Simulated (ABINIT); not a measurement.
Input of an ABINIT 10.8.3 (patched build) run:

Contents of run.abi:

```
# Datasets
ndtset 3

# Pseudopotentials
pp_dirpath "./"
pseudos "Co.LDA_PW-JTH.xml, O.LDA_PW-JTH.xml"

# Structure
acell 3*1.0 Angstrom
rprim
     3.1976457435     0.0000000000     0.0000000000
    -1.5988228718     2.7692424462     0.0000000000
     0.0000000000     0.0000000000     5.2287097100
ntypat 2
znucl 27 8
natom 4
typat 1 1 2 2
xred
            1/3            2/3   0.5033624100
            0.0            0.0   0.0034741400
            1/3            2/3   0.8715556000
            0.0            0.0   0.3716088500

# Plane-wave basis
ecut 22.0
pawecutdg 44.0

# k points
kptopt 2
ngkpt 5 5 2
nshiftk 1
shiftk 0.0 0.0 0.0

# Exchange and correlation
ixc 7

# Bands and occupations
nband 29
occopt 3
tsmear 0.00183747

# Spin
nsppol 2
spinat
     0.0000000000     0.0000000000     2.0000000000
     0.0000000000     0.0000000000     2.0000000000
     0.0000000000     0.0000000000     0.0000000000
     0.0000000000     0.0000000000     0.0000000000
nsym 1

# DFT+U
usepawu 1
lpawu 2 -1
upawu 4.0 0.0 eV
jpawu 0.0 0.0 eV
dmatpuopt 1

# SCF cycle
nstep 120
tolvrs 1.0e-9

# Output
prteig 0
prtebands 0
prtden 0
prtwf 0

# Linear response
irdwfk 1
macro_uj 1
pawujat 1
pawujv1 -0.1 eV
pawujv2 0.05 eV
pawujv3 0.1 eV
```

gs.abi

```
# Pseudopotentials
pp_dirpath "./"
pseudos "Co.LDA_PW-JTH.xml, O.LDA_PW-JTH.xml"

# Structure
acell 3*1.0 Angstrom
rprim
     3.1976457435     0.0000000000     0.0000000000
    -1.5988228718     2.7692424462     0.0000000000
     0.0000000000     0.0000000000     5.2287097100
ntypat 2
znucl 27 8
natom 4
typat 1 1 2 2
xred
            1/3            2/3   0.5033624100
            0.0            0.0   0.0034741400
            1/3            2/3   0.8715556000
            0.0            0.0   0.3716088500

# Plane-wave basis
ecut 22.0
pawecutdg 44.0

# k points
kptopt 2
ngkpt 5 5 2
nshiftk 1
shiftk 0.0 0.0 0.0

# Exchange and correlation
ixc 7

# Bands and occupations
nband 29
occopt 3
tsmear 0.00183747

# Spin
nsppol 2
spinat
     0.0000000000     0.0000000000     2.0000000000
     0.0000000000     0.0000000000     2.0000000000
     0.0000000000     0.0000000000     0.0000000000
     0.0000000000     0.0000000000     0.0000000000
nsym 1

# DFT+U
usepawu 1
lpawu 2 -1
upawu 4.0 0.0 eV
jpawu 0.0 0.0 eV
dmatpuopt 1

# SCF cycle
nstep 120
tolvrs 1.0e-9

# Output
prteig 0
prtebands 0
prtden 0
```

Potentials or basis: JTH PAW LDA v2.0.

The run is started by

```sh
$ abinit gs.abi > log 2>&1
$ ln -s gso_WFK runi_DS1_WFK
$ ln -s gso_WFK runi_DS2_WFK
$ ln -s gso_WFK runi_DS3_WFK
$ abinit run.abi > log 2>&1
$ lruj runo_DS1_LRUJ.nc runo_DS2_LRUJ.nc runo_DS3_LRUJ.nc > lruj.log 2>&1
```

Estimate the Hubbard U from linear response.

5.99 eV.

Predict the largest force.

0.437 eV/Å.

Estimate the band gap on the k mesh.

0.32 eV, direct.

Eigenvalues of the final occupation matrices:
```
  site  spin  trace               eigenvalues
atom 1     1   4.17  0.83 0.83 0.84 0.84 0.84
atom 1     2   1.88  0.10 0.10 0.10 0.79 0.79
atom 2     1   4.17  0.83 0.83 0.84 0.84 0.84
atom 2     2   1.88  0.10 0.10 0.10 0.79 0.79
```

Caveat: the k mesh is coarse (spacing up to 0.60 Å⁻¹), so the values aren't converged; the shifted atom has its images in every cell, so this scalar value isn't converged in cell size and belongs to these projectors alone; an odd mesh through Γ misses points on the zone boundary, where band edges often lie.
